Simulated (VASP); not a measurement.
Set up this calculation in VASP 6.6.1, as an ASE script.

```
Task                   : single point
Functional             : PBE
Potentials or basis    : VASP PAW PBE potentials, release 64 (Pb_d_GW, F_GW)
Cutoff                 : 550 eV
k mesh                 : 8 × 8 × 8
Occupations            : gaussian, width 0.05 eV
Spin                   : no spin polarisation
Further INCAR settings : ALGO = Normal; EDIFF = 1.00e-06; NBANDS = 22
```

The structure of PbF2 (Fluorocronite) lies in POSCAR:

```
PbF2
1.0
    0.0000000000      2.9636600000      2.9636600000
    2.9636600000      0.0000000000      2.9636600000
    2.9636600000      2.9636600000      0.0000000000
Pb F
1 2
Direct
    0.0000000000      0.0000000000      0.0000000000
    0.7500000000      0.7500000000      0.7500000000
    0.2500000000      0.2500000000      0.2500000000
```

These files were run (other wordings do the same):

run.py

```python
from ase.calculators.vasp import Vasp
from ase.dft.bandgap import bandgap
from ase.io import read

atoms = read('POSCAR')
calc = Vasp(
    directory='calc',
    xc='pbe',
    pp='PBE',
    setups='gw',
    prec='Accurate',
    encut=550,
    ediff=1e-06,
    ismear=0,
    sigma=0.05,
    lreal=False,
    lasph=True,
    nelm=80,
    algo='Normal',
    isif=2,
    lwave=False,
    lcharg=True,
    lelf=True,
    lvhar=True,
    kpts=[8, 8, 8],
    gamma=True,
    nbands=22,
)
atoms.calc = calc

print('energy (eV):', atoms.get_potential_energy())
print('free energy (eV):', atoms.get_potential_energy(force_consistent=True))
print('forces (eV/A):')
print(atoms.get_forces())
print('stress (eV/A^3, Voigt):', atoms.get_stress())
print('Fermi level (eV):', calc.get_fermi_level())
gap, top, bottom = bandgap(calc)
print('band gap (eV):', gap, 'from (spin, k, band)', top, 'to', bottom)
```

Potentials or basis: VASP PAW PBE potentials, release 64 (Pb_d_GW, F_GW).

Command:

```console
$ python run.py
```

Results of the run:

| Item | Value |
| --- | --- |
| Band gap on the k mesh | 4.42 eV, indirect (least direct gap 4.57 eV) |

Caveat: spin-orbit coupling is left out, which as a rule narrows the gap of such compounds by several tenths of an eV.

It took 21 s on 1 thread of Intel(R) Xeon(R) Platinum 8488C (Sapphire Rapids), with other jobs on the host, peak memory 0.2 GiB.
